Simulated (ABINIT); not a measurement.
A calculation with ABINIT 10.8.3 (patched build) of SrCl2 (ASE script, structure from a P1 CIF):

File run.py:

```python
import json, os
import numpy as np
from ase.units import GPa
from ase.calculators.abinit import Abinit, AbinitProfile
from ase.io import read

atoms = read('SrCl2.cif')

profile = AbinitProfile(command='abinit', pp_paths=[os.path.abspath('pseudos')])
params = dict(
    pps='pawxml', xc='PBE',
    ecut=680.2847,
    pawecutdg=1278.9352,
    kptopt=1,
    ngkpt=[7, 7, 7],
    nshiftk=1,
    shiftk=[0.0, 0.0, 0.0],
    ixc=11,
    nband=16,
    occopt=3,
    tsmear=0.05,
    nstep=100,
    tolvrs=1e-09,
    prtwf=0,
    prtden=0,
)

atoms.calc = Abinit(profile=profile, directory='run', **params)
energy = atoms.get_potential_energy()
forces = atoms.get_forces()
stress = atoms.get_stress()
print(f'energy {energy:.6f} eV')
print('forces (eV/A)')
print(np.round(forces, 5))
print('stress (GPa, Voigt, tension positive)', np.round(stress / GPa, 4))
json.dump(dict(energy=energy, forces=forces.tolist(), stress=stress.tolist(), cell=atoms.cell.tolist(), frac=atoms.get_scaled_positions(wrap=False).tolist()), open('results.json', 'w'))
```

The input SrCl2.cif:

```cif
data_SrCl2
_cell_length_a 4.93327188
_cell_length_b 4.93327188
_cell_length_c 4.93327188
_cell_angle_alpha 60.00000000
_cell_angle_beta 60.00000000
_cell_angle_gamma 60.00000000
_space_group_name_H-M_alt 'P1'
_space_group_name_Hall 'P 1'
_space_group_IT_number 1
loop_
_space_group_symop_operation_xyz
'x,y,z'
loop_
_atom_site_label
_atom_site_type_symbol
_atom_site_symmetry_multiplicity
_atom_site_Wyckoff_symbol
_atom_site_fract_x
_atom_site_fract_y
_atom_site_fract_z
_atom_site_occupancy
Sr1 Sr 1 a 0.0000000000 0.0000000000 0.0000000000 1
Cl1 Cl 1 a 0.7500000000 0.7500000000 0.7500000000 1
Cl2 Cl 1 a 0.2500000000 0.2500000000 0.2500000000 1
```

Potentials or basis: JTH PAW PBE v2.0.

Launch:

```bash
$ python run.py
```

Problem. Write the same calculation in another form: native input, structure from a POSCAR.

Solution. As run:

File run.abi:

```
# Pseudopotentials
pp_dirpath "./"
pseudos "Sr.GGA_PBE-JTH.xml, Cl.GGA_PBE-JTH.xml"

# Structure
structure "poscar:POSCAR"
natom 3

# Plane-wave basis
ecut 25.0
pawecutdg 47.0

# k points
kptopt 1
ngkpt 7 7 7
nshiftk 1
shiftk 0.0 0.0 0.0

# Exchange and correlation
ixc 11

# Bands and occupations
nband 16
occopt 3
tsmear 0.00183747

# SCF cycle
nstep 100
tolvrs 1.0e-9

# Output
iomode 3
prtwf 0
prteig 0
prtebands 0
enunit 2
prtden 1
prtvha 1
prtvclmb 1
prtpot 1
```

POSCAR

```
SrCl2
1.0
    0.0000000000      3.4883500000      3.4883500000
    3.4883500000      0.0000000000      3.4883500000
    3.4883500000      3.4883500000      0.0000000000
Sr Cl
1 2
Direct
    0.0000000000      0.0000000000      0.0000000000  Sr
    0.7500000000      0.7500000000      0.7500000000  Cl
    0.2500000000      0.2500000000      0.2500000000  Cl
```

Potentials or basis: JTH PAW PBE v2.0.

Launch:

```console
$ abinit run.abi > log 2>&1
```

Both were run:

|  | ASE script, structure from a P1 CIF | native input, structure from a POSCAR |
| --- | --- | --- |
| Pressure | 1.0 GPa | 1.0 GPa |
| Band gap on the k mesh | 5.37 eV, indirect (least direct gap 5.67 eV) | 5.37 eV, indirect (least direct gap 5.67 eV) |
| Valence electrons inside the program's atomic spheres | Sr 7.26; Cl 4.37 | Sr 7.26; Cl 4.37 |

Keys that steer only the numerical path or the files written may differ.

Caveat: an odd mesh through Γ misses points on the zone boundary, where band edges often lie.
